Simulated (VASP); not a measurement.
Wanted: the native input for a VASP 6.6.1 run.

| Quantity | Value |
| --- | --- |
| Task | single point |
| Functional | PBE |
| Potentials or basis | VASP PAW PBE potentials, release 64 (Zn, S) |
| Cutoff | 520 eV |
| k mesh | 8 × 8 × 2 |
| Occupations | fermi-dirac, width 0.05 eV |
| Spin | no spin polarisation |
| Dipole correction | no |
| Further INCAR settings | ALGO = Fast; EDIFF = 1e-07; NBANDS = 66 |

The structure of ZnS (Wurtzite-6H) lies in POSCAR:

```
ZnS
1.0
    3.8120000000      0.0000000000      0.0000000000
   -1.9060000000      3.3012888392      0.0000000000
    0.0000000000      0.0000000000     18.6899900000
Zn S
6 6
Direct
    0.3333333333      0.6666666667      0.8333300000
    0.6666666667      0.3333333333      0.3333300000
    0.6666666667      0.3333333333      0.6666700000
    0.3333333333      0.6666666667      0.1666700000
    0.0000000000      0.0000000000      0.5000000000
    0.0000000000      0.0000000000      0.0000000000
    0.3333333333      0.6666666667      0.9583300000
    0.6666666667      0.3333333333      0.4583300000
    0.6666666667      0.3333333333      0.7916700000
    0.3333333333      0.6666666667      0.2916700000
    0.0000000000      0.0000000000      0.6250000000
    0.0000000000      0.0000000000      0.1250000000
```

These files were run (other wordings do the same):

INCAR

```
SYSTEM = ZnS
ALGO = Fast
EDIFF = 1E-7
ENCUT = 520
GGA = PE
ISIF = 2
ISMEAR = -1
LASPH = .TRUE.
LCHARG = .TRUE.
LELF = .TRUE.
LREAL = .FALSE.
LVHAR = .TRUE.
LWAVE = .FALSE.
NBANDS = 66
NELM = 100
PREC = Accurate
SIGMA = 0.05
```

KPOINTS

```
k-points
0
G
  8 8 2
  0 0 0
```

Potentials or basis: VASP PAW PBE potentials, release 64 (Zn, S).

Launch:

```sh
$ cat potpaw_PBE.64/Zn/POTCAR potpaw_PBE.64/S/POTCAR > POTCAR
$ mpirun -np 1 vasp_std > vasp.out
```

Results of the run:

```
Pressure               : 2.3 GPa
Largest force          : 0.030 eV/Å
Band gap on the k mesh : 2.17 eV, direct
```

Caveat: the cell's inner coordinates are idealised or old, which leaves forces on the atoms.

Wall time 5.3 min on 1 thread of Intel(R) Xeon(R) Platinum 8488C (Sapphire Rapids), on a shared host, peak memory 0.45 GiB.
